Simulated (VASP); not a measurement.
# Al2O3 (Corundum) (R-3c) in VASP: further runs

One crystal, Al2O3 (Corundum), is run at these levels: r2SCAN; tasks: single point.

Everything below comes from runs of VASP 6.6.1. Logs are shortened: lines on timing, memory, paths and dates and some standing lists are left out, and cuts for length are marked.

**Experimental background.**

From “Multi-petahertz electron interference in Cr:Al2O3 solid-state material”, 2018, pmc:5906618, for a bulk crystal of Al2O3: band gap 8.7 eV (optical).

The results are compared with them further down.

**1. The crystal as given**

The structure is trigonal, space group R-3c (No. 167). The conventional cell has a = 4.759 Å, b = 4.759 Å, c = 12.995 Å, α = 90.00°, β = 90.00°, γ = 120.00°. Al (site symmetry 3) has 6 O at 1.86 to 1.97 Å as nearest neighbours. O (site symmetry 2) has 4 Al at 1.86 to 1.97 Å as nearest neighbours.

**2. Single point, r2SCAN**

POSCAR reads:

```
Al2O3
1.0
    2.3794687065      1.3737868982      4.3317584890
   -2.3794687065      1.3737868982      4.3317584890
    0.0000000000     -2.7475737964      4.3317584890
Al O
4 6
Direct
    0.3519237654      0.3519237654      0.3519237654
    0.1480762346      0.1480762346      0.1480762346
    0.6480762346      0.6480762346      0.6480762346
    0.8519237654      0.8519237654      0.8519237654
    0.5563371804      0.9436628196      0.2500000000
    0.2500000000      0.5563371804      0.9436628196
    0.9436628196      0.2500000000      0.5563371804
    0.4436628196      0.0563371804      0.7500000000
    0.7500000000      0.4436628196      0.0563371804
    0.0563371804      0.7500000000      0.4436628196
```

INCAR.step1 reads:

```
PREC = Accurate
ENCUT = 520
ISMEAR = 0
SIGMA = 0.02
LREAL = F
LASPH = T
NELM = 100
NBANDS = 35
GGA = PE
ALGO = Normal
EDIFF = 1E-4
LWAVE = T
LCHARG = F
```

INCAR.step2 reads:

```
PREC = Accurate
ENCUT = 520
EDIFF = 1E-6
ISMEAR = 0
SIGMA = 0.02
LREAL = F
LASPH = T
NELM = 100
ALGO = Normal
ISIF = 2
LWAVE = F
LCHARG = F
METAGGA = R2SCAN
LMIXTAU = T
NBANDS = 35
ISTART = 1
```

KPOINTS reads:

```
Automatic mesh
0
Gamma
  6 6 6
```

Potentials or basis: VASP PAW PBE potentials, release 64 (Al, O).

Command:

```sh
> cat potpaw_PBE.64/Al/POTCAR potpaw_PBE.64/O/POTCAR > POTCAR
> cp INCAR.step1 INCAR
> mpirun -np 1 vasp_std > vasp.out
> cp INCAR.step2 INCAR
> mpirun -np 1 vasp_std > vasp.out
```

OUTCAR:

```text
PREC = Accurate
   ENCUT = 520
   EDIFF = 1E-6
   ISMEAR = 0
   LREAL = F
   LASPH = T
   NELM = 100
   ISIF = 2
   METAGGA = R2SCAN
   ISTART = 1

 ion  position               nearest neighbor table
   1  0.352  0.352  0.352-   9 1.86   8 1.86  10 1.86   6 1.97   7 1.97   5 1.97   2 2.65   3 2.79
                             3 2.79   3 2.79   2 3.22   2 3.22   2 3.22
   2  0.148  0.148  0.148-  10 1.86   8 1.86   9 1.86   7 1.97   6 1.97   5 1.97   1 2.65   4 2.79
                             4 2.79   4 2.79   1 3.22   1 3.22   1 3.22
   3  0.648  0.648  0.648-   6 1.86   5 1.86   7 1.86   9 1.97  10 1.97   8 1.97   4 2.65   1 2.79
                             1 2.79   1 2.79   4 3.22   4 3.22   4 3.22
   4  0.852  0.852  0.852-   7 1.86   5 1.86   6 1.86  10 1.97   9 1.97   8 1.97   3 2.65   2 2.79
                             2 2.79   2 2.79   3 3.22   3 3.22   3 3.22
   5  0.556  0.944  0.250-   3 1.86   4 1.86   1 1.97   2 1.97
   6  0.250  0.556  0.944-   3 1.86   4 1.86   1 1.97   2 1.97
   7  0.944  0.250  0.556-   4 1.86   3 1.86   2 1.97   1 1.97
   8  0.444  0.056  0.750-   1 1.86   2 1.86   3 1.97   4 1.97
   9  0.750  0.444  0.056-   1 1.86   2 1.86   3 1.97   4 1.97
  10  0.056  0.750  0.444-   2 1.86   1 1.86   4 1.97   3 1.97

  LATTYP: Found a trigonal (rhomboedric) cell.
 ALAT       =     5.1296484649
 COS(alpha) =     0.5696569605

  Lattice vectors:

 A1 = (   2.3794687065,   1.3737868982,   4.3317584890)
 A2 = (  -2.3794687065,   1.3737868982,   4.3317584890)
 A3 = (   0.0000000000,  -2.7475737964,   4.3317584890)

Analysis of symmetry for initial positions (statically):
=====================================================================
 Subroutine PRICEL returns:
 Original cell was already a primitive cell.

 Routine SETGRP: Setting up the symmetry group for a
 trigonal (rhombohedral) supercell.

 Subroutine GETGRP returns: Found 12 space group operations
 (whereof  6 operations were pure point group operations)
 out of a pool of 12 trial point group operations.

The static configuration has the point symmetry S_6 .
 The point group associated with its full space group is D_3d.

Analysis of symmetry for dynamics (positions and initial velocities):
=====================================================================
 Subroutine PRICEL returns:
 Original cell was already a primitive cell.

 Routine SETGRP: Setting up the symmetry group for a
 trigonal (rhombohedral) supercell.

 Subroutine GETGRP returns: Found 12 space group operations
 (whereof  6 operations were pure point group operations)
 out of a pool of 12 trial point group operations.

The dynamic configuration has the point symmetry S_6 .
 The point group associated with its full space group is D_3d.
[... 123 lines left out ...]
   POTIM  = 0.5000    time-step for ionic-motion
   TEBEG  =    0.0;   TEEND  =   0.0 temperature during run
   PSTRESS=    0.0 pullay stress
   NELECT =      48.0000    total number of electrons
   NUPDOWN=      -1.0000    fix difference up-down
   EMIN   =  10.00;   EMAX   =-10.00  energy-range for DOS
   EFERMI =   0.00;   METHOD = LEGACY
   ISMEAR =     0;   SIGMA  =   0.02  broadening in eV -4-tet -1-fermi 0-gaus
   EFERMI_NEDOS =   21; number of points for ismear=-14 and -15
   IALGO  =     38    algorithm
   IMIX   =      4    mixing-type and parameters
     AMIX     =   0.40;   BMIX     =  1.00
     AMIX_MAG =   1.60;   BMIX_MAG =  1.00
  volume/ion in A,a.u.               =       8.50        57.33
  Fermi-wavevector in a.u.,A,eV,Ry     =   1.353371  2.557501 24.920619  1.831614
  Thomas-Fermi vector in A             =   2.480632
   LORBIT       =      0    0 simple, 1 ext, 2 COOP (PROOUT), +10 PAW based schemes
   METAGGA = R2SCAN    functional components
   LHFCALC =     F    Hartree Fock is set to
   AEXX    =    0.0000 exact exchange contribution
   IVDW    =     0    specifies the selected vdW correction
   LEPSILON=     F    determine dielectric tensor
   LRPA    =     F    only Hartree local field effects (RPA)
 non-spin polarized calculation
 Gauss-broadening in eV      SIGMA  =   0.02
  energy-cutoff  :      520.00
  volume of cell :       84.96
 maximum number of plane-waves:      2308
 NGX is ok and might be reduce to    40
   NGX = 19   NGY = 19   NGZ = 19

 number of electron      48.0000013 magnetization

 Free energy of the ion-electron system (eV)
  ---------------------------------------------------
  ext. energy  EPLUGINS =         0.00000000
  ---------------------------------------------------
  free energy    TOTEN  =       -96.26958513 eV

  energy without entropy =      -96.26958513  energy(sigma->0) =      -96.26958513

 E-fermi :   5.8413     XC(G=0): -12.2306

 val. band max:        5.7390046077   @ k =   0.0000   0.0000   0.0000
 cond. band min:      12.8935306969   @ k =   0.0000   0.0000   0.0000
 fundamental gap:      7.1545260892
 Fermi energy:         5.8412917498

 k-point     1 :       0.0000    0.0000    0.0000
  band No.  band energies     occupation
      1     -14.4651      2.00000
      2     -12.1741      2.00000
      3     -11.8982      2.00000
      4     -11.8982      2.00000
      5     -11.5891      2.00000
      6     -11.5891      2.00000
[... 901 lines left out ...]
     34      20.2578      0.00000
     35      20.4540      0.00000

 [... further k-points ...]
[... 5 lines left out ...]
  --------------------------------------------------------------------------------------
  -------------------------------------------------------------------------------------
  Total       -0.2486626     -0.2486626     -0.3025347      0.0000000      0.0000000      0.0000000
  in kB       -4.6892806     -4.6892806     -5.7052013      0.0000000      0.0000000      0.0000000
  external PRESSURE =      -5.0279209 kB  Pullay stress =       0.0000000 kB

 VOLUME and BASIS-vectors are now :
 -----------------------------------------------------------------------------
  energy-cutoff  :      520.00
  volume of cell :       84.96
      direct lattice vectors                 reciprocal lattice vectors
     2.379468706  1.373786898  4.331758489     0.210130942  0.121319156  0.076951043
    -2.379468706  1.373786898  4.331758489    -0.210130942  0.121319156  0.076951043
     0.000000000 -2.747573796  4.331758489     0.000000000 -0.242638311  0.076951043

 POSITION                                       TOTAL-FORCE (eV/Angst)
 -----------------------------------------------------------------------------------
      0.00000      0.00000      4.57335         0.000000      0.000000     -0.021195
      0.00000      0.00000      1.92429         0.000000      0.000000      0.021195
      0.00000      0.00000      8.42193         0.000000      0.000000      0.021195
      0.00000      0.00000     11.07098         0.000000      0.000000     -0.021195
     -0.92163      1.37379      7.58058        -0.009713     -0.000000      0.000000
     -0.72892     -1.48505      7.58058         0.004857     -0.008412      0.000000
      1.65055      0.11126      7.58058         0.004857      0.008412      0.000000
      0.92163     -1.37379      5.41470         0.009713      0.000000      0.000000
      0.72892      1.48505      5.41470        -0.004857      0.008412      0.000000
     -1.65055     -0.11126      5.41470        -0.004857     -0.008412      0.000000
 -----------------------------------------------------------------------------------
    total drift:                                0.000000      0.000000      0.000000

  FREE ENERGIE OF THE ION-ELECTRON SYSTEM (eV)
  ---------------------------------------------------
  free  energy   TOTEN  =       -96.2695851285 eV

  energy  without entropy=      -96.2695851285  energy(sigma->0) =      -96.26958513
```

Wall time 4.5 min (1 thread of AMD EPYC 9R45 (Zen 5), shared host); peak memory 0.25 GiB.

What came out:

```
Free energy            : -96.2696 eV
Pressure               : -0.5 GPa
Largest force          : 0.021 eV/Å
Band gap on the k mesh : 7.15 eV, direct
```

Forces on the atoms (eV/Å):
```
Al   0.000  0.000 -0.021
Al   0.000  0.000  0.021
Al   0.000  0.000  0.021
Al   0.000  0.000 -0.021
O   -0.010  0.000  0.000
O    0.005 -0.008  0.000
O    0.005  0.008  0.000
O    0.010  0.000  0.000
O   -0.005  0.008  0.000
O   -0.005 -0.008  0.000
```

Stress tensor (GPa, compression positive):
```
-0.47  0.00  0.00
 0.00 -0.47  0.00
 0.00  0.00 -0.57
```

Levels at points of the mesh, in eV from the valence-band top:
| k point | band 21 | band 22 | band 23 | band 24 | band 25 | band 26 | band 27 | band 28 |
| --- | --- | --- | --- | --- | --- | --- | --- | --- |
| (0.00, 0.00, 0.00) | -0.52 | -0.05 | -0.05 | 0.00 | 7.15 | 10.12 | 11.95 | 12.59 |
| (0.50, 0.00, 0.00) | -0.93 | -0.93 | -0.29 | -0.29 | 10.43 | 10.43 | 10.71 | 10.71 |
| (0.50, 0.50, 0.00) | -1.05 | -0.92 | -0.78 | -0.27 | 10.59 | 10.78 | 10.91 | 11.46 |
| (0.50, 0.50, 0.50) | -0.40 | -0.40 | -0.40 | -0.40 | 9.63 | 9.63 | 12.17 | 12.17 |

Caveat: the PAW data sets were made with another functional, which shifts forces and pressure a little.

**3. Single point, r2SCAN**

POSCAR reads:

```
Al2O3
1.0
    2.3802500000      1.3742379782      4.3318666667
   -2.3802500000      1.3742379782      4.3318666667
    0.0000000000     -2.7484759565      4.3318666667
Al O
4 6
Direct
    0.3521600000      0.3521600000      0.3521600000
    0.1478400000      0.1478400000      0.1478400000
    0.6478400000      0.6478400000      0.6478400000
    0.8521600000      0.8521600000      0.8521600000
    0.5566800000      0.9433200000      0.2500000000
    0.2500000000      0.5566800000      0.9433200000
    0.9433200000      0.2500000000      0.5566800000
    0.4433200000      0.0566800000      0.7500000000
    0.7500000000      0.4433200000      0.0566800000
    0.0566800000      0.7500000000      0.4433200000
```

INCAR.step1 reads:

```
SYSTEM = Al2O3
PREC = Accurate ; ENCUT = 520
ISMEAR = 0 ; SIGMA = 0.1
LREAL = .FALSE. ; LASPH = .TRUE.
NELM = 100 ; NBANDS = 35
GGA = PE ; ALGO = Normal
EDIFF = 1E-4 ; LWAVE = .TRUE.
LCHARG = .FALSE.
```

INCAR.step2 reads:

```
SYSTEM = Al2O3
PREC = Accurate ; ENCUT = 520
EDIFF = 1E-6 ; ISMEAR = 0
SIGMA = 0.1 ; LREAL = .FALSE.
LASPH = .TRUE. ; NELM = 100
ALGO = Normal ; ISIF = 2
LWAVE = .FALSE. ; LCHARG = .TRUE.
METAGGA = R2SCAN ; LMIXTAU = .TRUE.
LELF = .TRUE. ; LVHAR = .TRUE.
NBANDS = 35 ; ISTART = 1
```

KPOINTS reads:

```
Automatic mesh
0
G
  6 6 6
  0 0 0
```

Potentials or basis: VASP PAW PBE potentials, release 64 (Al, O).

Command:

```sh
> cat potpaw_PBE.64/Al/POTCAR potpaw_PBE.64/O/POTCAR > POTCAR
> cp INCAR.step1 INCAR
> mpirun -np 1 vasp_std > vasp.out
> cp INCAR.step2 INCAR
> mpirun -np 1 vasp_std > vasp.out
```

It took 5.8 min on 1 thread of Intel Xeon Platinum 8375C at 2.90GHz (Ice Lake), shared host; peak memory 0.28 GiB.

The run converged. Its results:

```
Free energy            : -96.2685 eV
Pressure               : -0.7 GPa
Largest force          : 0.080 eV/Å
Band gap on the k mesh : 7.13 eV, direct
```

Forces on the atoms (eV/Å):
```
Al   0.000  0.000 -0.080
Al   0.000  0.000  0.080
Al   0.000  0.000  0.080
Al   0.000  0.000 -0.080
O   -0.058  0.000  0.000
O    0.029 -0.050  0.000
O    0.029  0.050  0.000
O    0.058  0.000  0.000
O   -0.029  0.050  0.000
O   -0.029 -0.050  0.000
```

Stress tensor (GPa, compression positive):
```
-0.64  0.00  0.00
 0.00 -0.64  0.00
 0.00  0.00 -0.78
```

Levels at points of the mesh, in eV from the valence-band top:
```
           k point  band 21  band 22  band 23  band 24  band 25  band 26  band 27  band 28
(0.00, 0.00, 0.00)    -0.53    -0.06    -0.06     0.00     7.13    10.11    11.92    12.57
(0.50, 0.00, 0.00)    -0.94    -0.94    -0.29    -0.29    10.42    10.42    10.68    10.68
(0.50, 0.50, 0.00)    -1.07    -0.94    -0.78    -0.28    10.57    10.77    10.89    11.43
(0.50, 0.50, 0.50)    -0.41    -0.41    -0.41    -0.41     9.61     9.61    12.13    12.13
```

Caveat: the PAW data sets were made with another functional, which shifts forces and pressure a little.

**4. How close it comes**

Step 2. Measured gap of Al2O3: 8.7 eV (optical; quoted in “Multi-petahertz electron interference in Cr:Al2O3 solid-state material”, 2018, pmc:5906618). This calculation gives 7.15 eV (-1.55 eV). The value is that of r2SCAN on a finite k mesh, which can miss the band edges, without temperature or zero-point motion.

Step 3. A measured gap of Al2O3 is 8.7 eV (optical; quoted in “Multi-petahertz electron interference in Cr:Al2O3 solid-state material”, 2018, pmc:5906618); the calculated 7.13 eV misses it by -1.57 eV. The value is that of r2SCAN on a finite k mesh, which can miss the band edges, without temperature or zero-point motion.
